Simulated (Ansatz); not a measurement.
Given:

Starting cell, ZrO$_{2}$ (fluorite):

```
CELL_PARAMETERS angstrom
      0.00000     5.11587     5.11587
      2.55794     2.55794     5.11587
      2.55794     2.55794     0.00000
ATOMIC_POSITIONS crystal
  Zr 0.00000 0.00000 0.00000
  Zr 0.50000 0.00000 0.00000
  O  0.00000 0.25000 0.25000
  O  0.50000 0.25000 0.25000
  O  0.00000 0.75000 0.75000
  O  0.50000 0.75000 0.75000
```

A phonon eigenvector at X = (0.5, 0.5, 0.0) is frozen into this cell: atom i moves by Q times the vector below, so Q is the largest atomic displacement, in Å. The cell is held. (q is in reciprocal vectors of the primitive cell; the cell shown is doubled to hold the pattern.)

| atom | x | y | z |
|---|---|---|---|
| O3 | 0.000 | 0.000 | 1.000 |
| O4 | 0.000 | 0.000 | -1.000 |
| O5 | 0.000 | 0.000 | 1.000 |
| O6 | 0.000 | 0.000 | -1.000 |

Atoms not listed stay in place.

These are PBE (plane waves to 420 eV, PAW, scalar-relativistic; Ansatz, a program for electronic structure) values and carry that method's errors. k mesh 11×11×11 (Γ-centred), Fermi-Dirac smearing 0.05 eV. E stands for the smeared free energy. This is a high-temperature form of ZrO2. ZrO2 is run without spin polarisation. ZrO2 was relaxed with its symmetry unable to fall. The zero of ΔE is the undisplaced structure.

The scan covers Q from -0.440 to 0.440 Å in 13 points.

Q: Is this a single well or a double well?

A: A double well: the undisplaced structure is a maximum between two minima.

Q: Which space group does the distorted structure have?

A: P4_2/nmc (No. 137), lowered from Fm-3m.

Q: What is the energy change at Q = 0.440 Å?

A: 348 meV/cell.

Q: By a smooth curve, how deep is the well, measured from the undisplaced structure?

A: 144 meV/cell, cell held fixed.

Q: By a smooth curve through the points, how far does the most displaced atom move to reach the deepest minimum?

A: 0.24 Å from zero.

(For displaced atoms, the force is minus the slope of the energy, and its curvature is a force constant, which sets phonon frequencies.)
